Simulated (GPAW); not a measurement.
# CoO (P-6m2) in GPAW: a series of runs

The runs below take CoO through magnons, with LDA.

Everything below comes from runs of GPAW 26.7.0. Logs are shortened: lines on timing, memory, paths and dates and some standing lists are left out, and cuts for length are marked. The log counts tension as positive stress, the text compression.

## (1) The structure

Symmetry: P-6m2, No. 187, hexagonal system. Conventional cell: a = 2.798 Å, b = 2.798 Å, c = 2.731 Å, α = 90.00°, β = 90.00°, γ = 120.00°. Co (site symmetry -6m2) has 6 O at 2.12 Å as nearest neighbours. Around O (site symmetry -6m2) lie 6 Co at 2.12 Å.

Measurements of this composition are mostly on another form, of space group No. 225.

## (2) Magnons, LDA, collinear spin, ferromagnetic start

Contents of run.py:

```python
import numpy as np
from ase.dft.bandgap import bandgap
from ase.io import read, write
from gpaw import GPAW, PW
from gpaw.response import ResponseContext, ResponseGroundStateAdapter
from gpaw.response.chiks import ChiKSCalculator
from gpaw.response.heisenberg import calculate_fm_magnon_energies
from gpaw.response.localft import LocalFTCalculator
from gpaw.response.mft import IsotropicExchangeCalculator
from gpaw.response.site_kernels import SphericalSiteKernels

atoms = read('CoO.xyz')
atoms.set_initial_magnetic_moments([3.0, 0.0])

calc = GPAW(mode=PW(600),
            xc='LDA',
            kpts={'size': (9, 9, 8), 'gamma': True},
            occupations={'name': 'fermi-dirac', 'width': 0.05},
            nbands=17,
            convergence={'density': 0.0001},
            maxiter=150,
            txt='gpaw.txt')
atoms.calc = calc
energy = atoms.get_potential_energy()
calc.write('gs.gpw')
write('result.traj', atoms)
print(f'Energy: {energy:.6f} eV')
print('Moments:', calc.get_magnetic_moments().round(3))
print('Fermi level:', round(calc.get_fermi_level(), 4), 'eV')
print(f'Gap: {bandgap(calc)[0]:.4f} eV, direct: {bandgap(calc, direct=True)[0]:.4f} eV')

dense = calc.fixed_density(kpts={'size': (8, 8, 8), 'gamma': True},
                           nbands=32, convergence={'bands': 26, 'eigenstates': 1e-12},
                           update_fermi_level=True, maxiter=300, txt='dense.txt')
dense.write('dense.gpw', mode='all')

sites = [0]
moments = calc.get_magnetic_moments()[sites]
q_qc = np.array([[0.0, 0.0, 0.0], [0.125, 0.0, 0.0], [0.25, 0.0, 0.0], [0.5, 0.0, 0.0], [0.125, 0.125, 0.0], [0.25, 0.25, 0.0], [0.5, 0.5, 0.0]])
gs = ResponseGroundStateAdapter.from_gpw_file('dense.gpw')
context = ResponseContext(txt='mft.txt')
chiks = ChiKSCalculator(gs, context, ecut=150, nbands=26, gammacentered=True)
exchange = IsotropicExchangeCalculator(chiks, LocalFTCalculator.from_rshe_parameters(gs, context))
kernels = SphericalSiteKernels(atoms.positions[sites], [[1.005] * len(sites)])
J_qab = np.array([exchange(q_c, kernels)[..., 0] for q_c in q_qc])
E_qn = calculate_fm_magnon_energies(J_qab, q_qc, moments)
np.savetxt('exchange.dat', np.c_[q_qc, 1000 * J_qab.real.reshape((len(q_qc), -1))], fmt='%.4f')
np.savetxt('magnons.dat', np.c_[q_qc, 1000 * E_qn.real], fmt='%.4f')
for q_c, E_n in zip(q_qc, E_qn):
    print(q_c.round(4), 'magnon energies (meV):', (1000 * E_n.real).round(2))
```

Contents of CoO.xyz:

```xyz
2
Lattice="2.7979910451 0.0000000000 0.0000000000 -1.3989955226 2.4231313246 0.0000000000 0.0000000000 0.0000000000 2.7307006334" Properties=species:S:1:pos:R:3 pbc="T T T"
Co     0.0000000000      0.0000000000      0.0000000000
O      1.3989955227      0.8077104415      1.3653503167
```

Potentials or basis: the program's PAW data sets (release 1.2.1) made for this functional, pw.

Command:

```console
OMP_NUM_THREADS=1 python run.py
```

gpaw.txt:

```text
__  _  _
 | _ |_)|_||  |
 |__||  | ||/\| - 26.7.0

Input parameters:
  mode=PW(ecut=600.0),
  convergence={'density': 0.0001},
  kpts=MonkhorstPack(size=(9, 9, 8), gamma=True),
  maxiter=150,
  nbands=17,
  occupations=Occupations(name='fermi-dirac', width=0.05),
  xc=XC(name='LDA')

Diagonalizing LCAO Hamiltonian
Converting LCAO to pw mode

           O

       Co

Atoms  # Å, Bohr magnetons
|   | symbol |        x |        y |        z |    initial magnetic moments |
|---|--------|----------|----------|----------|-----------------------------|
| 0 |     Co | 0.000000 | 0.000000 | 0.000000 | ( 0.0000,  0.0000,  3.0000) |
| 1 |      O | 1.398996 | 0.807710 | 1.365350 | ( 0.0000,  0.0000,  0.0000) |

Unit cell  # Å
| periodic |         x |        y |        z |  lengths |     angles |
|----------|-----------|----------|----------|----------|------------|
|      yes |  2.797991 | 0.000000 | 0.000000 | 2.797991 |  90.000000 |
|      yes | -1.398996 | 2.423131 | 0.000000 | 2.797991 |  90.000000 |
|      yes |  0.000000 | 0.000000 | 2.730701 | 2.730701 | 120.000000 |

Number of symmetries: 12
Symmetry operations  # r_c * U_cc + t_c -> r_c
|    | kind |            matrix            |
|----|------|------------------------------|
|  0 |  σ   |  1, 1, 0,  0,-1, 0,  0, 0, 1 |
|  1 |  C2  |  1, 1, 0,  0,-1, 0,  0, 0,-1 |
|  2 |  E   |  1, 0, 0,  0, 1, 0,  0, 0, 1 |
|  3 |  σ   |  1, 0, 0,  0, 1, 0,  0, 0,-1 |
|  4 |  C3  |  0, 1, 0, -1,-1, 0,  0, 0, 1 |
|  5 |  S3  |  0, 1, 0, -1,-1, 0,  0, 0,-1 |
|  6 |  σ   |  0,-1, 0, -1, 0, 0,  0, 0, 1 |
|  7 |  C2  |  0,-1, 0, -1, 0, 0,  0, 0,-1 |
|  8 |  σ   | -1, 0, 0,  1, 1, 0,  0, 0, 1 |
|  9 |  C2  | -1, 0, 0,  1, 1, 0,  0, 0,-1 |
| 10 |  C3  | -1,-1, 0,  1, 0, 0,  0, 0, 1 |
| 11 |  S3  | -1,-1, 0,  1, 0, 0,  0, 0,-1 |

BZ-sampling:
  Number of BZ points: 648
  Number of IBZ points: 60

  Monkhorst-Pack size: [9, 9, 8]
  Monkhorst-Pack shift: [0.0, 0.0, 0.0625]

K-points  # in reciprocal-cell coordinates
|     |                                coordinates |     weight |
|-----|--------------------------------------------|------------|
|   0 | (  0.00000000,   0.00000000,   0.00000000) | 0.00154321 |
|   1 | (  0.00000000,   0.00000000,   0.12500000) | 0.00308642 |
|   2 | (  0.00000000,   0.00000000,   0.25000000) | 0.00308642 |
|   3 | (  0.00000000,   0.00000000,   0.37500000) | 0.00308642 |
|   4 | (  0.00000000,   0.00000000,   0.50000000) | 0.00154321 |
|   5 | (  0.11111111,   0.00000000,   0.00000000) | 0.00925926 |
|   6 | (  0.11111111,   0.00000000,   0.12500000) | 0.01851852 |
|   7 | (  0.11111111,   0.00000000,   0.25000000) | 0.01851852 |
|   8 | (  0.11111111,   0.00000000,   0.37500000) | 0.01851852 |
|   9 | (  0.11111111,   0.00000000,   0.50000000) | 0.00925926 |
| ... |                                            |            |
|  59 | (  0.44444444,   0.44444444,   0.50000000) | 0.00925926 |

Plane wave coefficients: 635
Cutoff: 600.0 eV

Spin-components: 2 (collinear spins)
Bands:           17
Projectors:      11
Spin-degeneracy: 1
Datatype:        complex128

Parallelization:
  kpt:    1
  domain: 1
  band:   1

Density:
  Valence electrons: 15.0
  Components: 2
  Grid points: [16 16 16]
  Charge: 0.0  # |e|

Potential:
  Grid points: [16 16 16]

species:
  Co:
    name:    Cobalt
    Z:       27.0
    valence: 9
    core:    18
    charge:  0.0  # [|e|]
    compensation charges:
      type: gauss
      rc: 0.32  # [Å]
      lmax: 2
    cutoffs:
      filter: 1.87  # [Å]
      core: 2.55  # [Å]
    projectors
    | kind |    occ | energy [eV] | rcut [Å] |
    |------|--------|-------------|----------|
    |   4s |  2.000 |      -5.672 |    1.005 |
    |   4p |  0.000 |      -1.387 |    1.058 |
    |   3d |  7.000 |      -8.461 |    1.005 |
    |    s |        |      21.539 |    1.005 |
    |    p |        |      25.825 |    1.058 |
    |    d |        |      18.750 |    1.005 |

    Using partial waves for Co as LCAO basis

  O:
    name:    Oxygen
    Z:       8.0
    valence: 6
    core:    2
    charge:  0.0  # [|e|]
    compensation charges:
      type: gauss
      rc: 0.21  # [Å]
      lmax: 2
    cutoffs:
      filter: 1.17  # [Å]
      core: 0.83  # [Å]
    projectors
    | kind |    occ | energy [eV] | rcut [Å] |
    |------|--------|-------------|----------|
    |   2s |  2.000 |     -23.752 |    0.688 |
    |   2p |  4.000 |      -9.195 |    0.598 |
    |    s |        |       3.459 |    0.688 |
    |    p |        |      18.016 |    0.598 |
    |    d |        |       0.000 |    0.619 |

    Using partial waves for O as LCAO basis

Reference energy: -39866.174772  # eV

eigensolver:
  PPCG
  Converge bands: occupied
  niter=2

density mixing:
  MSR1-Mixer
  Pratt-step length: 0.05
  Maximum mixing coefficient: 0.75
  Old densities: 10
  SVD Regularization: 0.005
  Good broyden scale: 1.0
  Trust region scale: 1.0
  Backstep threshold: 4.0
  History deletion threshold: 6.0
  Fourier metric: weight=20.0, sigma=0.015

occupation numbers:
  Fermi-Dirac:
    width: 0.0500  # eV

poisson solver:
  ecut: 4800.0  # eV

xc functional:
  name: None

convergence criteria:
- Maximum integral of absolute [dens]ity change: 0.0001 electrons / valence electron
- Maximum [total energy] change in last 3 cyles: 0.0005 eV / valence electron
- Maximum integral of absolute [eigenst]ate change: 4e-08 eV^2 / valence electron
maximum number of iterations: 150

SCF iterations
|iter     | |      energy | eigst |  dens |  magmom |
|---------|-|-------------|-------|-------|---------|
|iter:   1| |  -16.631282 | +0.02 |       |  +3.0020|
|iter:   2| |  -16.430935 | -2.14 | -0.91 |  +3.0019|
|iter:   3| |  -16.087427 | -2.22 | -0.96 |  +3.0011|
|iter:   4| |  -16.118632 | -2.95 | -1.26 |  +2.9861|
|iter:   5| |  -16.131896 | -3.17 | -1.55 |  +2.9884|
|iter:   6| |  -16.136967 | -3.61 | -1.72 |  +2.9860|
|iter:   7| |  -16.137435c| -4.86 | -2.46 |  +2.9928|
|iter:   8| |  -16.137471c| -5.84 | -3.07 |  +2.9949|
|iter:   9| |  -16.137474c| -7.33 | -3.65 |  +2.9953|
|iter:  10| |  -16.137475c| -7.91c| -4.56c|  +2.9954|

Converged in 10 steps
Energy contributions relative to reference atoms: (reference = -39866.174772)

Energy contributions:
  Kinetic:          21.234338
  Coulomb:         -18.432323
  Zero:              0.075388
  External:          0.000000
  Xc:              -19.004184
  Entropy:          -0.021389
  Spinorbit:         0.000000
  ----------------------------
  Free energy:     -16.148169
  Extrapolated:    -16.137475

dipole moment: (-3.246300, -6.810947, -7.340712)  # |e|*Ang

Total magnetic moment: (0.000000, 0.000000, 2.995357)

Local magnetic moments
|        x |        y |        z |
|----------|----------|----------|
| 0.000000 | 0.000000 | 2.491437 |  # Co   0
| 0.000000 | 0.000000 | 0.329431 |  # O    1

Fermi level: 8.928
Eigenvalues  # (at kpt = [0.000, 0.000, 0.000])
| band index |      eig [eV] | occ [0-1] |      eig [eV] | occ [0-1] |
|------------|---------------|-----------|---------------|-----------|
|          0 |       -11.625 |     1.000 |       -10.944 |     1.000 |
|          1 |         3.863 |     1.000 |         5.152 |     1.000 |
|          2 |         3.863 |     1.000 |         5.152 |     1.000 |
|          3 |         4.361 |     1.000 |         5.660 |     1.000 |
|          4 |         4.923 |     1.000 |         6.272 |     1.000 |
|          5 |         6.254 |     1.000 |         8.948 |     0.400 |
|          6 |         6.254 |     1.000 |         8.948 |     0.400 |
|          7 |         7.921 |     1.000 |         9.733 |     0.000 |
|          8 |         7.921 |     1.000 |         9.733 |     0.000 |
|          9 |         9.607 |     0.000 |        10.320 |     0.000 |
|         10 |        23.302 |     0.000 |        23.929 |     0.000 |
|         11 |        25.169 |     0.000 |        25.748 |     0.000 |
|         12 |        25.170 |     0.000 |        25.748 |     0.000 |
|         13 |        27.351 |     0.000 |        28.034 |     0.000 |
|         14 |        29.629 |     0.000 |        30.191 |     0.000 |
|        ... |               |           |               |           |
|         16 |        35.212 |     0.000 |        36.047 |     0.000 |

No gap
No difference between direct/indirect transitions
# Writing to gs.gpw (mode='')
```

Run time: 1.7 min. Hardware: 1 thread of Arm Neoverse V2, shared host; peak memory 0.34 GiB.

Results:

| Property | Result |
| --- | --- |
| Free energy | -16.1482 eV |
| Band gap on the k mesh | none (metal or under the smearing width) |
| Net moment | 3.00 μB per cell |
| Site moments | Co +2.49; O +0.33 μB |

Caveat: the number of bands moves the energies at small q by some ten meV; the exchange constants hang on this mesh and on the site radius; magnon energies are noisy on this mesh; a cell with one magnetic atom can't hold antiferromagnetic order, which such compounds often take; semilocal functionals often make such compounds metallic where correlation or magnetic order opens a gap, which also shifts bond lengths. With open d or f shells a metallic result of LDA can be an artefact of self-interaction; +U or a hybrid may open a gap.

## (3) Magnons, LDA, collinear spin, ferromagnetic start

This run uses another cell than the first one, of 9.45 Å³/atom, 1.021 times its volume.

Edit run.py of step 2 so:

```diff
@@ -43,3 +43,3 @@
 exchange = IsotropicExchangeCalculator(chiks, LocalFTCalculator.from_rshe_parameters(gs, context))
-kernels = SphericalSiteKernels(atoms.positions[sites], [[1.005] * len(sites)])
+kernels = SphericalSiteKernels(atoms.positions[sites], [[1.012] * len(sites)])
 J_qab = np.array([exchange(q_c, kernels)[..., 0] for q_c in q_qc])
```

Contents of CoO.xyz:

```xyz
2
Lattice="2.8176958566 0.0000000000 0.0000000000 -1.4088479283 2.4401961920 0.0000000000 0.0000000000 0.0000000000 2.7499315531" Properties=species:S:1:pos:R:3 pbc="T T T"
Co     0.0000000000      0.0000000000      0.0000000000
O      1.4088479284      0.8133987306      1.3749657766
```

Potentials or basis: the program's PAW data sets (release 1.2.1) made for this functional, pw.

Command:

```console
OMP_NUM_THREADS=1 python run.py
```

gpaw.txt:

```text
__  _  _
 | _ |_)|_||  |
 |__||  | ||/\| - 26.7.0

Input parameters:
  mode=PW(ecut=600.0),
  convergence={'density': 0.0001},
  kpts=MonkhorstPack(size=(9, 9, 8), gamma=True),
  maxiter=150,
  nbands=17,
  occupations=Occupations(name='fermi-dirac', width=0.05),
  xc=XC(name='LDA')

Diagonalizing LCAO Hamiltonian
Converting LCAO to pw mode

           O

       Co

Atoms  # Å, Bohr magnetons
|   | symbol |        x |        y |        z |    initial magnetic moments |
|---|--------|----------|----------|----------|-----------------------------|
| 0 |     Co | 0.000000 | 0.000000 | 0.000000 | ( 0.0000,  0.0000,  3.0000) |
| 1 |      O | 1.408848 | 0.813399 | 1.374966 | ( 0.0000,  0.0000,  0.0000) |

Unit cell  # Å
| periodic |         x |        y |        z |  lengths |     angles |
[... 180 lines left out ...]
  Extrapolated:    -16.098514

dipole moment: (-3.285434, -6.849103, -7.392058)  # |e|*Ang

Total magnetic moment: (0.000000, 0.000000, 2.998065)

Local magnetic moments
|        x |        y |        z |
|----------|----------|----------|
| 0.000000 | 0.000000 | 2.494451 |  # Co   0
| 0.000000 | 0.000000 | 0.326966 |  # O    1

Fermi level: 8.611
Eigenvalues  # (at kpt = [0.000, 0.000, 0.000])
| band index |      eig [eV] | occ [0-1] |      eig [eV] | occ [0-1] |
|------------|---------------|-----------|---------------|-----------|
|          0 |       -11.748 |     1.000 |       -11.070 |     1.000 |
|          1 |         3.653 |     1.000 |         4.943 |     1.000 |
|          2 |         3.653 |     1.000 |         4.943 |     1.000 |
|          3 |         4.127 |     1.000 |         5.421 |     1.000 |
|          4 |         4.691 |     1.000 |         6.042 |     1.000 |
|          5 |         5.942 |     1.000 |         8.638 |     0.369 |
|          6 |         5.942 |     1.000 |         8.638 |     0.369 |
|          7 |         7.595 |     1.000 |         9.401 |     0.000 |
|          8 |         7.595 |     1.000 |         9.401 |     0.000 |
|          9 |         9.176 |     0.000 |         9.885 |     0.000 |
|         10 |        22.887 |     0.000 |        23.505 |     0.000 |
|         11 |        24.682 |     0.000 |        25.258 |     0.000 |
|         12 |        24.682 |     0.000 |        25.258 |     0.000 |
|         13 |        26.757 |     0.000 |        27.437 |     0.000 |
|         14 |        29.081 |     0.000 |        29.628 |     0.000 |
|        ... |               |           |               |           |
|         16 |        34.528 |     0.000 |        35.352 |     0.000 |

No gap
No difference between direct/indirect transitions
# Writing to gs.gpw (mode='')
```

mft.txt:

```text
Calculating f(G)
    Calculating PAW corrections

    RSHE of atom 0
      (l,m)   max weight  avg weight  included
      (0,0)   1.00000000  0.98772231  yes
      (1,-1)  0.00000001  0.00000000  yes
      (1,0)   0.00000000  0.00000000  yes
      (1,1)   0.00000000  0.00000000  yes
      (2,-2)  0.00000000  0.00000000  yes
[... 234 lines left out ...]
    Number of frequency points: 1
    Number of bands included: 26
Resulting in:
    A total number of band and spin transitions of: 400
[... 102 lines left out ...]
Symmetries of q_c:
    Direct symmetries (Uq -> q): 4
    Indirect symmetries (TUq -> q): 4
In total 8 allowed symmetries.

  ( 1  0  0)  ( 1  0  0)  ( 0 -1  0)  ( 0 -1  0)  (-1  0  0)  (-1  0  0)
  ( 0  1  0)  ( 0  1  0)  (-1  0  0)  (-1  0  0)  ( 0 -1  0)  ( 0 -1  0)
  ( 0  0  1)  ( 0  0 -1)  ( 0  0  1)  ( 0  0 -1)  ( 0  0 -1)  ( 0  0  1)

  ( 0  1  0)  ( 0  1  0)
  ( 1  0  0)  ( 1  0  0)
  ( 0  0 -1)  ( 0  0  1)

105 groups of equivalent kpoints. 79.4921875% reduction.
```

Run time: 1.7 min. Hardware: 1 thread of Arm Neoverse V2, shared host; peak memory 0.35 GiB.

What came out:

| Property | Result |
| --- | --- |
| Free energy | -16.1096 eV |
| Band gap on the k mesh | none (metal or under the smearing width) |
| Net moment | 3.00 μB per cell |
| Site moments | Co +2.49; O +0.33 μB |

Caveat: the number of bands moves the energies at small q by some ten meV; the exchange constants hang on this mesh and on the site radius; magnon energies are noisy on this mesh; a cell with one magnetic atom can't hold antiferromagnetic order, which such compounds often take; semilocal functionals often make such compounds metallic where correlation or magnetic order opens a gap, which also shifts bond lengths. With open d or f shells a metallic result of LDA can be an artefact of self-interaction; +U or a hybrid may open a gap.

[end of part 1 of 2]
